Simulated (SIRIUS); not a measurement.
W in SIRIUS: the effect of functional

W:

```
W
1.0
    -1.58234    1.58234    1.58234
     1.58234   -1.58234    1.58234
     1.58234    1.58234   -1.58234
W
1
Direct
  0.00000 0.00000 0.00000
```

Alike in all runs:

| Property | Result |
| --- | --- |
| Program | SIRIUS 7.12.0 |
| Task | equation of state |
| Potentials or basis | all-electron FP-LAPW |
| Cutoff | 185 eV |
| Basis | apw+lo standard |
| k mesh | 12 × 12 × 12 |
| Occupations | fermi-dirac, width 0.05 eV |
| Spin | no spin polarisation |

Q: One run gave: V0 of scaled cells 15.61 Å³/atom; B0 318 GPa. Which functional did it use?
A. revPBE
B. PW91
C. PBE
D. LDA
E. AM05

A: E.

| functional | V0 of scaled cells (Å³/atom) | B0 (GPa) |
| --- | --- | --- |
| LDA | 15.39 | 326 |
| AM05 | 15.61 | 318 |
| PBE | 16.15 | 299 |
| PW91 | 16.15 | 297 |
| revPBE | 16.30 | 293 |
| BLYP | 16.68 | 271 |

Not every run made on this cell is shown here.
